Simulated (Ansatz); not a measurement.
The system is N.

```
CELL_PARAMETERS angstrom
2.51947 0.00000 0.00000
-1.25974 2.18193 0.00000
0.00000 0.00000 2.44600
ATOMIC_POSITIONS crystal
N 0.33333 0.66667 0.75000
N 0.66667 0.33333 0.25000
```

The real solid is made of molecules; this cell is a model form.

Base run:

```yaml
Program: Ansatz 0.2.0
Functional: RPBE
Potentials_or_basis: all-electron LAPW, scalar-relativistic
Cutoff: 345 eV (chosen from the basis error)
Basis_error_allowed: 0.001 eV/atom
k_mesh: 12 × 12 × 11
Occupations: gaussian, width 0.02 eV
Spin: no spin polarisation
```

Its results: band gap on the k mesh none (metal or under the smearing width); pressure 15.5 GPa.

The run is repeated on the same cell with these changes: functional from RPBE to PBE; occupations from gaussian, width 0.02 eV to gaussian, width 0.05 eV. What comes out?

Band gap on the k mesh none (metal or under the smearing width); pressure 10.0 GPa.

Caveats: so large a pressure means that the cell lies far from this level's equilibrium, or that cutoff or potentials fall short (some runs).
